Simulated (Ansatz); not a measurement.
**CuO under changes of volume**

One of the cells (11.721 Å³/atom); the others are scaled copies at fixed shape and fractional positions:

```xyz
4
Lattice="3.1755 0.0000 0.0000 0.0000 3.1755 0.0000 0.0000 0.0000 4.6495" Properties=species:S:1:pos:R:3 pbc="T T T"
Cu    0.0000    0.0000    0.0000
Cu    1.5877    1.5877    0.0000
O     1.5877    0.0000    1.2414
O     0.0000    1.5877    3.4081
```

The cell was built by a generator and needn't be a form met in nature.

* Program: Ansatz 0.2.0
* Functional: PBE
* Potentials or basis: Ansatz NC
* Cutoff: 1252 eV (not typed: the program's choice for these potentials)
* k mesh: 8 × 8 × 6
* Occupations: fermi-dirac, width 0.05 eV
* Spin: no spin polarisation

```tsv
volume (Å³/atom)	energy over the lowest point (meV/atom)	pressure (GPa)	largest force (eV/Å)
11.018	152.53	29.8	0.081
11.252	112.59	25.1	0.377
11.487	79.27	20.8	0.648
11.721	?	?	?
11.956	29.92	13.4	1.125
12.190	12.78	10.3	1.335
12.424	0.00	7.4	1.527
```

**Question.** What does the run at 11.721 Å³/atom give?

**Answer.** Energy over the lowest point 51.91 meV/atom; pressure 16.9 GPa; largest force 0.897 eV/Å.

Worked out: A Birch-Murnaghan fit of order 3 (a polynomial in V^(-2/3)) to the other rows has no minimum within the range. It gives 51.95 meV/atom at 11.721 Å³/atom, against the run's 51.91, and -dE/dV = 16.8 GPa, against 16.9.

Energies are extrapolated to zero smearing.

Caveats: the run has no spin polarisation, though such a crystal can be magnetic; forces of over 1 eV/Å show positions far from the minimum, so gaps and moduli don't describe the material at rest (some runs).
